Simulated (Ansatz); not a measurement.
The system is Al2Pt.

```
Pt Al
1.0
     0.00000    2.95500    2.95500
     2.95500    0.00000    2.95500
     2.95500    2.95500    0.00000
Pt Al
1 2
Direct
  0.00000 0.00000 0.00000
  0.75000 0.75000 0.75000
  0.25000 0.25000 0.25000
```

```yaml
Program: Ansatz 0.2.0
Task: relaxation of cell and atoms
Functional: PBE
Potentials_or_basis: Ansatz PAW
Cutoff: "420 eV (not typed: the program's choice for these potentials)"
k_mesh: 8 × 8 × 8
Occupations: fermi-dirac, width 0.05 eV
Spin: no spin polarisation
```

At the start: volume 17.20 Å³/atom.

**Question.** How do energy, volume and symmetry change on relaxing?

**Answer.** It ends after 4 steps and the volume is 17.53 Å³/atom (+1.9 %); space group Fm-3m (No. 225, to 0.05 Å).

Step by step:
| step | energy change (eV) | largest force (eV/Å) | volume (Å³) |
| --- | --- | --- | --- |
| 1 | 0.0000 | 0.0000 | 51.61 |
| 2 | -0.0063 | 0.0000 | 52.85 |
| 3 | -0.0070 | 0.0000 | 52.58 |
| 4 | -0.0074 | 0.0000 | 52.58 |

Final structure:
```xyz
3
Lattice="0.0000 2.9734 2.9734 2.9734 0.0000 2.9734 2.9734 2.9734 0.0000" Properties=species:S:1:pos:R:3 pbc="T T T"
Pt    0.0000    0.0000    0.0000
Al    4.4601    4.4601    4.4601
Al    1.4867    1.4867    1.4867
```

Caveat: the plane-wave basis is chosen anew once the cell has moved, so the energies of steps on either side of that aren't comparable.
